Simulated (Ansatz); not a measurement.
Rb: pressure against volume

Rb, I4/mmm, a = 5.809 Å, c = 5.395 Å. This isn't the element's structure at ambient conditions. Ansatz: PBE, PAW, 420 eV, Γ-centred 10×10×10 mesh on 1 atom, Gaussian smearing 0.10 eV; no spin polarisation. Shape and atoms are relaxed at each volume; pressure is positive in compression.

| V (Å³/atom) | P (GPa) |
| --- | --- |
| 80.102 | 0.47 |
| 82.833 | 0.33 |
| 85.564 | ? |
| 88.294 | 0.10 |
| 91.025 | 0.01 |
| 93.756 | -0.07 |
| 96.487 | -0.14 |
| 100.128 | -0.22 |

Problem. Take V0 = 91.025 Å³/atom, count pressures from its P0 = 0.01 GPa, fit the third-order Birch–Murnaghan form to the other rows, and predict the missing pressure.

Solution. With the Eulerian strain f = ½[(V0/V)^(2/3) − 1] and y = (P − P0)/[3f(1 + 2f)^(5/2)], the form is the line y = B0 + 1.5 B0 (B0′ − 4) f. Rows (f, y): 0.04448, 2.79; 0.03245, 2.81; 0.01026, 2.78; -0.00976, 2.87; -0.01905, 2.89; -0.03078, 2.92. Means f = 0.004600, y = 2.8433; Σ(Δf)² = 0.004415, ΣΔfΔy = -0.007613; the slope is their ratio. y = 2.851 − 1.724 f GPa, so B0 = 2.9 GPa and B0′ = 4 + 2 × (-1.724)/(3 × 2.851) = 3.60. At V = 85.564, f = 0.02105, y = 2.815 and P = 0.21 GPa. The run gave 0.20 GPa, so the fit is 0.01 GPa too high, a small miss on the scale of the series. For so soft a crystal pressures to 0.01 GPa are coarse: rounding alone can shift a y by 0.18 GPa, so B0′ is rough.